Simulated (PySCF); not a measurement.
## Choosing a basis for TDDFT

C4H10O.
SMILES: `CCCCO`

TDDFT with PBE0 (PySCF), vertical singlets, core orbitals frozen in the response, spherical d and f functions. The structure is a single PBE0-D3(BJ)/def2-SVP conformer in the gas phase; no vibrational or solvent corrections.

Q: Compare 6-31G*, 6-31+G*, def2-SVP, aug-cc-pVDZ, def2-TZVP and def2-TZVPD for this molecule.

A: 

```
      basis  functions  diffuse  S1 (eV)  S2 (eV)  S3 (eV)  S4 (eV)  S5 (eV)  LUMO (eV)  α (au)
     6-31G*         90       no     8.02     9.11     9.89    10.08    10.17       2.60    47.4
    6-31+G*        110      yes     6.57     7.64     7.84     7.94     8.20       0.29    52.3
   def2-SVP        120       no     7.56     8.38     9.20     9.27     9.32       1.84    49.0
aug-cc-pVDZ        205      yes     6.40     7.09     7.38     7.39     7.80      -0.08    58.4
  def2-TZVP        215       no     7.18     7.99     8.80     8.84     8.98       1.14    55.1
 def2-TZVPD        278      yes     6.61     7.42     7.80     7.98     8.19       0.26    58.3
```

States are compared by their number. Against the largest diffuse basis here (def2-TZVPD, itself not a converged limit), sets without diffuse functions differ by up to 1.41 eV in S1 and 1.98 eV in S5; the smaller diffuse sets differ by up to 0.21 and 0.39 eV. State by state, the largest deviation of a set without diffuse functions is S1 1.41, S2 1.69, S3 2.09, S4 2.10, S5 1.98 eV. The same number needn't mean the same state in each row. Against def2-TZVPD the polarisability deviates by -19% in 6-31G*, -10% in 6-31+G*, -16% in def2-SVP, 0% in aug-cc-pVDZ, -5% in def2-TZVP. A single + in a Pople set puts diffuse functions on heavy atoms only.
